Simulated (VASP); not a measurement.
# AgBr (Fm-3m) in VASP: notebook

The runs below take AgBr through band structure, with HSE03, PBE0, PBEsol, PBE.

Program: VASP 6.6.1. These are calculated values, not measurements. Logs are shortened: lines on timing, memory, paths and dates and some standing lists are left out, and cuts for length are marked.

## 1. Starting point

Symmetry: Fm-3m, No. 225, cubic system. Conventional cell: a = 5.740 Å, b = 5.740 Å, c = 5.740 Å, α = 90.00°, β = 90.00°, γ = 90.00°. Around Ag (site symmetry m-3m) lie 6 Br at 2.87 Å. Around Br (site symmetry m-3m) lie 6 Ag at 2.87 Å.

## 2. Band structure, HSE03

The input, POSCAR:

```
AgBr
1.0
    0.0000000000      2.8701500000      2.8701500000
    2.8701500000      0.0000000000      2.8701500000
    2.8701500000      2.8701500000      0.0000000000
Ag Br
1 1
Direct
    0.0000000000      0.0000000000      0.0000000000
    0.5000000000      0.5000000000      0.5000000000
```

The input, INCAR.step1:

```
PREC     = Accurate       # precision mode
ENCUT    = 520            # plane-wave cutoff, eV
EDIFF    = 1E-5           # SCF threshold, eV
ISMEAR   = 0              # smearing method
SIGMA    = 0.02           # smearing width, eV
LREAL    = False          # projectors in reciprocal space
LASPH    = True           # aspherical terms in the spheres
NELM     = 60             # most SCF steps
ALGO     = Normal         # electronic algorithm
ISIF     = 2              # what is computed and relaxed
LWAVE    = True           # write WAVECAR
LCHARG   = False          # write CHGCAR
LMAXMIX  = 4              # l up to which the mixer works
GGA      = PE             # functional
KPAR     = 4
```

The input, INCAR.step2:

```
PREC     = Accurate       # precision mode
ENCUT    = 520            # plane-wave cutoff, eV
EDIFF    = 1E-6           # SCF threshold, eV
ISMEAR   = 0              # smearing method
SIGMA    = 0.02           # smearing width, eV
LREAL    = False          # projectors in reciprocal space
LASPH    = True           # aspherical terms in the spheres
NELM     = 60             # most SCF steps
ALGO     = Normal         # electronic algorithm
ISIF     = 2              # what is computed and relaxed
LWAVE    = False          # write WAVECAR
LCHARG   = False          # write CHGCAR
LMAXMIX  = 4              # l up to which the mixer works
GGA      = PE             # functional
LHFCALC  = True           # exact exchange
HFSCREEN = 0.3            # screening, 1/A
PRECFOCK = Fast         
ISTART   = 1            
KPAR     = 4
```

The input, KPOINTS:

```
regular mesh
0
Gamma
  6 6 6
```

The input, KPOINTS_OPT:

```
path GXWKGLUWLK,UX
8
line-mode
reciprocal
 0.0000000000  0.0000000000  0.0000000000  G
 0.5000000000  0.0000000000  0.5000000000  X

 0.5000000000  0.0000000000  0.5000000000  X
 0.5000000000  0.2500000000  0.7500000000  W

 0.5000000000  0.2500000000  0.7500000000  W
 0.3750000000  0.3750000000  0.7500000000  K

 0.3750000000  0.3750000000  0.7500000000  K
 0.0000000000  0.0000000000  0.0000000000  G

 0.0000000000  0.0000000000  0.0000000000  G
 0.5000000000  0.5000000000  0.5000000000  L

 0.5000000000  0.5000000000  0.5000000000  L
 0.6250000000  0.2500000000  0.6250000000  U

 0.6250000000  0.2500000000  0.6250000000  U
 0.5000000000  0.2500000000  0.7500000000  W

 0.5000000000  0.2500000000  0.7500000000  W
 0.5000000000  0.5000000000  0.5000000000  L

 0.5000000000  0.5000000000  0.5000000000  L
 0.3750000000  0.3750000000  0.7500000000  K

 0.6250000000  0.2500000000  0.6250000000  U
 0.5000000000  0.0000000000  0.5000000000  X
```

Potentials or basis: VASP PAW PBE potentials, release 64 (Ag, Br).

Started as:

```
$ cat potpaw_PBE.64/Ag/POTCAR potpaw_PBE.64/Br/POTCAR > POTCAR
$ cp INCAR.step1 INCAR
$ mpirun -np 4 vasp_std > vasp.out
$ cp INCAR.step2 INCAR
$ mpirun -np 4 vasp_std > vasp.out
```

OUTCAR:

```text
PREC = Accurate
   ENCUT = 520
   EDIFF = 1E-6
   ISMEAR = 0
   LREAL = False
   LASPH = True
   NELM = 60
   ISIF = 2
   GGA = PE
   LHFCALC = True
   HFSCREEN = 0.3
   PRECFOCK = Fast
   ISTART = 1

 ion  position               nearest neighbor table
   1  0.000  0.000  0.000-   2 2.87   2 2.87   2 2.87   2 2.87   2 2.87   2 2.87
   2  0.500  0.500  0.500-   1 2.87   1 2.87   1 2.87   1 2.87   1 2.87   1 2.87

  LATTYP: Found a face centered cubic cell.
 ALAT       =     5.7403000000

  Lattice vectors:

 A1 = (   0.0000000000,   2.8701500000,   2.8701500000)
 A2 = (   2.8701500000,   0.0000000000,   2.8701500000)
 A3 = (   2.8701500000,   2.8701500000,   0.0000000000)

Analysis of symmetry for initial positions (statically):
=====================================================================
 Subroutine PRICEL returns:
 Original cell was already a primitive cell.

 Routine SETGRP: Setting up the symmetry group for a
 face centered cubic supercell.

 Subroutine GETGRP returns: Found 48 space group operations
 (whereof 48 operations were pure point group operations)
 out of a pool of 48 trial point group operations.

The static configuration has the point symmetry O_h .

Analysis of symmetry for dynamics (positions and initial velocities):
=====================================================================
 Subroutine PRICEL returns:
 Original cell was already a primitive cell.

 Routine SETGRP: Setting up the symmetry group for a
 face centered cubic supercell.

 Subroutine GETGRP returns: Found 48 space group operations
 (whereof 48 operations were pure point group operations)
 out of a pool of 48 trial point group operations.

The dynamic configuration has the point symmetry O_h .

 Subroutine INISYM returns: Found 48 space group operations
 (whereof 48 operations are pure point group operations),
 and found     1 'primitive' translations

----------------------------------------------------------------------------------------

                                     Primitive cell

  volume of cell :      47.2872

  direct lattice vectors                    reciprocal lattice vectors
     0.000000000  2.870150000  2.870150000    -0.174206923  0.174206923  0.174206923
     2.870150000  0.000000000  2.870150000     0.174206923 -0.174206923  0.174206923
     2.870150000  2.870150000  0.000000000     0.174206923  0.174206923 -0.174206923

  length of vectors
     4.059005056  4.059005056  4.059005056     0.301735242  0.301735242  0.301735242

  position of ions in fractional coordinates (direct lattice)
     0.000000000  0.000000000  0.000000000
     0.500000000  0.500000000  0.500000000

  ion indices of the primitive-cell ions
   primitive index   ion index
                 1           1
                 2           2

----------------------------------------------------------------------------------------

 KPOINTS: regular mesh

Automatic generation of k-mesh.
 Grid dimensions read from file:
 generate k-points for:    6    6    6

 Generating k-lattice:

  Cartesian coordinates                     Fractional coordinates (reciprocal lattice)
    -0.029034487  0.029034487  0.029034487     0.166666667  0.000000000  0.000000000
     0.029034487 -0.029034487  0.029034487     0.000000000  0.166666667  0.000000000
     0.029034487  0.029034487 -0.029034487     0.000000000  0.000000000  0.166666667

  Length of vectors
     0.050289207  0.050289207  0.050289207

  Shift w.r.t. Gamma in fractional coordinates (k-lattice)
     0.000000000  0.000000000  0.000000000

 Subroutine IBZKPT returns following result:
 ===========================================

 Found     16 irreducible k-points:

 Following reciprocal coordinates:
            Coordinates               Weight
  0.000000  0.000000  0.000000      1.000000
  0.166667  0.000000  0.000000      8.000000
  0.333333  0.000000  0.000000      8.000000
  0.500000  0.000000  0.000000      4.000000
  0.166667  0.166667  0.000000      6.000000
  0.333333  0.166667  0.000000     24.000000
[... 8 lines left out ...]
 -0.333333  0.333333  0.166667     24.000000
 -0.333333  0.500000  0.166667     12.000000
   k-points           NKPTS =     16   k-points in BZ     NKDIM =    216   number of bands    NBANDS=     13
   number of dos      NEDOS =    301   number of ions     NIONS =      2
   total plane-waves  NPLWV =  27000
   dimension x,y,z NGX =    30 NGY =   30 NGZ =   30
   dimension x,y,z NGXF=    60 NGYF=   60 NGZF=   60
   ions per type =               1   1
   NGX,Y,Z   is equivalent  to a cutoff of  12.29, 12.29, 12.29 a.u.
   NGXF,Y,Z  is equivalent  to a cutoff of  24.57, 24.57, 24.57 a.u.
 SYSTEM =  unknown system
   PREC   = accura    normal or accurate (medium, high low for compatibility)
   ISTART =      1    job   : 0-new  1-cont  2-samecut
   ICHARG =      0    charge: 1-file 2-atom 10-const
   ISPIN  =      1    spin polarized calculation?
   LNONCOLLINEAR =      F non collinear calculations
   LSORBIT =      F    spin-orbit coupling
   LASPH  =      T    aspherical Exc in radial PAW
   ENCUT  =  520.0 eV  38.22 Ry    6.18 a.u.   7.55  7.55  7.55*2*pi/ulx,y,z
   NELM   =     60;   NELMIN=  2; NELMDL=  0     # of ELM steps
   EDIFF  = 0.1E-05   stopping-criterion for ELM
   LREAL  =      F    real-space projection
   EDIFFG = 0.1E-04   stopping-criterion for IOM
   NSW    =      0    number of steps for IOM
   IBRION =     -1    ionic relax: 0-MD 1-quasi-New 2-CG
   NFREE  =      0    steps in history (QN), initial steepest desc. (CG)
   ISIF   =      2    stress and relaxation
   ISYM   =      3    0-nonsym 1-usesym 2-fastsym
   POTIM  = 0.5000    time-step for ionic-motion
   TEBEG  =    0.0;   TEEND  =   0.0 temperature during run
   PSTRESS=    0.0 pullay stress
   NELECT =      18.0000    total number of electrons
   NUPDOWN=      -1.0000    fix difference up-down
   EMIN   =  10.00;   EMAX   =-10.00  energy-range for DOS
   EFERMI =   0.00;   METHOD = LEGACY
   ISMEAR =     0;   SIGMA  =   0.02  broadening in eV -4-tet -1-fermi 0-gaus
   EFERMI_NEDOS =   21; number of points for ismear=-14 and -15
   IALGO  =     38    algorithm
   IMIX   =      1    mixing-type and parameters
     AMIX     =   0.40;   BMIX     =  1.00
     AMIX_MAG =   1.60;   BMIX_MAG =  1.00
  volume/ion in A,a.u.               =      23.64       159.55
  Fermi-wavevector in a.u.,A,eV,Ry     =   1.186454  2.242074 19.152570  1.407674
  Thomas-Fermi vector in A             =   2.322627
   LORBIT       =      0    0 simple, 1 ext, 2 COOP (PROOUT), +10 PAW based schemes
   GGA     = PE    functional components
   LHFCALC =     T    Hartree Fock is set to
   PRECFOCK=fast      Normal, Fast or Accurate (Low or Medium for compatibility)
   ENCUT4O =  -1.0   cutoff for four orbital integrals eV
   NKREDX  =     1    reduce k-point grid by
   NKREDY  =     1    reduce k-point grid by
   NKREDZ  =     1    reduce k-point grid by
   AEXX    =    0.2500 exact exchange contribution
   HFSCREEN=    0.3000 screening length (either q_TF or 0.3 A-1)
   HFSCREENC=   0.3000 screening length for correlation (either q_TF or 0.3 A-1)
   ENCUTFOCK=  -1.0 apply spherical cutoff to Coloumb kernel
   IVDW    =     0    specifies the selected vdW correction
   LEPSILON=     F    determine dielectric tensor
   LRPA    =     F    only Hartree local field effects (RPA)
 non-spin polarized calculation
 Gauss-broadening in eV      SIGMA  =   0.02
  energy-cutoff  :      520.00
  volume of cell :       47.29
 maximum number of plane-waves:      1303
  NGX = 18; NGY = 18; NGZ = 18

 number of electron      18.0000002 magnetization

 Free energy of the ion-electron system (eV)
  ---------------------------------------------------
  ext. energy  EPLUGINS =         0.00000000
  ---------------------------------------------------
  free energy    TOTEN  =        -5.89603161 eV

  energy without entropy =       -5.89603161  energy(sigma->0) =       -5.89603161

 E-fermi :   2.9718     XC(G=0):  -8.2852

 val. band max:        2.8308948002   @ k =   0.5000   0.0000   0.0000
 cond. band min:       4.6311717755   @ k =   0.0000   0.0000   0.0000
 fundamental gap:      1.8002769754
 Fermi energy:         2.9717688305

 k-point     1 :       0.0000    0.0000    0.0000
  band No.  band energies     occupation
      1     -13.2146      2.00000
      2      -0.4769      2.00000
      3      -0.4769      2.00000
      4      -0.4425      2.00000
      5      -0.4425      2.00000
      6      -0.4425      2.00000
      7       0.9968      2.00000
      8       0.9968      2.00000
      9       0.9968      2.00000
     10       4.6312      0.00000
     11      13.8904      0.00000
     12      13.8904      0.00000
     13      13.8904      0.00000

 k-point     2 :       0.1667    0.0000    0.0000
  band No.  band energies     occupation
      1     -13.0991      2.00000
      2      -0.9606      2.00000
      3      -0.9606      2.00000
      4      -0.8582      2.00000
      5      -0.3730      2.00000
      6      -0.3730      2.00000
      7       0.3789      2.00000
      8       1.6051      2.00000
      9       1.6051      2.00000
     10       5.9127      0.00000
     11      12.0268      0.00000
     12      13.2092      0.00000
     13      13.2092      0.00000

 k-point     3 :       0.3333    0.0000    0.0000
  band No.  band energies     occupation
      1     -12.8519      2.00000
      2      -2.0435      2.00000
      3      -1.5393      2.00000
      4      -1.5393      2.00000
      5      -0.2228      2.00000
      6      -0.2228      2.00000
      7       0.2764      2.00000
      8       2.4566      2.00000
      9       2.4566      2.00000
     10       7.4160      0.00000
     11      10.8166      0.00000
     12      11.4911      0.00000
     13      11.4911      0.00000
[... 177 lines left out ...]
 k-point    15 :      -0.3333    0.3333    0.1667
  band No.  band energies     occupation
      1     -12.6695      2.00000
      2      -1.9054      2.00000
      3      -1.4872      2.00000
      4      -1.4515      2.00000
      5      -0.1861      2.00000
      6      -0.1148      2.00000
      7       0.2589      2.00000
      8       0.9350      2.00000
      9       1.7742      2.00000
     10       8.1608      0.00000
     11       9.9091      0.00000
     12      11.8265      0.00000
     13      12.2686      0.00000

 k-point    16 :      -0.3333    0.5000    0.1667
  band No.  band energies     occupation
      1     -12.6621      2.00000
      2      -1.4666      2.00000
      3      -1.4180      2.00000
      4      -1.0742      2.00000
      5      -0.0392      2.00000
      6      -0.0371      2.00000
      7       0.1273      2.00000
      8       0.2252      2.00000
      9       1.0871      2.00000
     10       7.0381      0.00000
     11      11.1457      0.00000
     12      12.3068      0.00000
     13      12.3484      0.00000

------------------------ aborting loop because EDIFF is reached ----------------------------------------

  FORCE on cell =-STRESS in cart. coord.  units (eV):
  Direction    XX          YY          ZZ          XY          YZ          ZX
  --------------------------------------------------------------------------------------
  -------------------------------------------------------------------------------------
  Total        0.5925965      0.5925965      0.5925965     -0.0000000      0.0000000      0.0000000
  in kB       20.0782507     20.0782507     20.0782507     -0.0000000      0.0000000      0.0000000
  external PRESSURE =      20.0782507 kB  Pullay stress =       0.0000000 kB

 VOLUME and BASIS-vectors are now :
 -----------------------------------------------------------------------------
  energy-cutoff  :      520.00
  volume of cell :       47.29
      direct lattice vectors                 reciprocal lattice vectors
     0.000000000  2.870150000  2.870150000    -0.174206923  0.174206923  0.174206923
     2.870150000  0.000000000  2.870150000     0.174206923 -0.174206923  0.174206923
     2.870150000  2.870150000  0.000000000     0.174206923  0.174206923 -0.174206923

 POSITION                                       TOTAL-FORCE (eV/Angst)
 -----------------------------------------------------------------------------------
      0.00000      0.00000      0.00000        -0.000000      0.000000      0.000000
      2.87015      2.87015      2.87015         0.000000     -0.000000     -0.000000
 -----------------------------------------------------------------------------------
    total drift:                               -0.000002     -0.000003     -0.000003

  FREE ENERGIE OF THE ION-ELECTRON SYSTEM (eV)
  ---------------------------------------------------
  free  energy   TOTEN  =        -5.8960316113 eV

  energy  without entropy=       -5.8960316113  energy(sigma->0) =       -5.89603161
```

It took 13 min on 4 MPI ranks of Intel Xeon Platinum 8559C (Emerald Rapids), shared host; peak memory 0.34 GiB.

Results:

```
Free energy             : -5.8960 eV
Pressure                : 2.0 GPa
Band gap on the k mesh  : 1.80 eV, indirect (least direct gap 3.63 eV)
Band gap along the path : 1.80 eV, indirect (least direct gap 3.63 eV)
```

Levels at the corners of the path, in eV from the valence-band top:
| point | band 5 | band 6 | band 7 | band 8 | band 9 | band 10 | band 11 | band 12 | band 13 |
| --- | --- | --- | --- | --- | --- | --- | --- | --- | --- |
| Γ | -3.27 | -3.27 | -1.83 | -1.83 | -1.83 | 1.80 | 11.06 | 11.06 | 11.06 |
| X | -2.87 | -2.87 | -2.80 | -2.80 | -2.77 | 2.80 | 8.03 | 10.38 | 12.53 |
| X | -2.87 | -2.87 | -2.80 | -2.80 | -2.77 | 2.80 | 8.03 | 10.38 | 12.53 |
| W | -2.87 | -2.87 | -2.61 | -2.61 | -1.61 | 5.00 | 8.40 | 8.80 | 8.80 |
| W | -2.87 | -2.87 | -2.61 | -2.61 | -1.61 | 5.00 | 8.40 | 8.80 | 8.80 |
| K | -3.10 | -2.92 | -2.60 | -2.29 | -1.30 | 4.17 | 7.93 | 9.45 | 10.53 |
| K | -3.10 | -2.92 | -2.60 | -2.29 | -1.30 | 4.17 | 7.93 | 9.45 | 10.53 |
| Γ | -3.27 | -3.27 | -1.83 | -1.83 | -1.83 | 1.80 | 11.06 | 11.06 | 11.06 |
| Γ | -3.27 | -3.27 | -1.83 | -1.83 | -1.83 | 1.80 | 11.06 | 11.06 | 11.06 |
| L | -2.98 | -2.98 | -2.49 | 0.00 | 0.00 | 4.75 | 7.95 | 7.95 | 8.11 |
| L | -2.98 | -2.98 | -2.49 | 0.00 | 0.00 | 4.75 | 7.95 | 7.95 | 8.11 |
| U | -3.10 | -2.92 | -2.60 | -2.29 | -1.30 | 4.17 | 7.93 | 9.45 | 10.53 |
| U | -3.10 | -2.92 | -2.60 | -2.29 | -1.30 | 4.17 | 7.93 | 9.45 | 10.53 |
| W | -2.87 | -2.87 | -2.61 | -2.61 | -1.61 | 5.00 | 8.40 | 8.80 | 8.80 |
| W | -2.87 | -2.87 | -2.61 | -2.61 | -1.61 | 5.00 | 8.40 | 8.80 | 8.80 |
| L | -2.98 | -2.98 | -2.49 | 0.00 | 0.00 | 4.75 | 7.95 | 7.95 | 8.11 |
| L | -2.98 | -2.98 | -2.49 | 0.00 | 0.00 | 4.75 | 7.95 | 7.95 | 8.11 |
| K | -3.10 | -2.92 | -2.60 | -2.29 | -1.30 | 4.17 | 7.93 | 9.45 | 10.53 |
| U | -3.10 | -2.92 | -2.60 | -2.29 | -1.30 | 4.17 | 7.93 | 9.45 | 10.53 |
| X | -2.87 | -2.87 | -2.80 | -2.80 | -2.77 | 2.80 | 8.03 | 10.38 | 12.53 |

Caveat: the PAW data sets were made with another functional, which shifts forces and pressure a little.

(Part 1 of 2 ends here.)
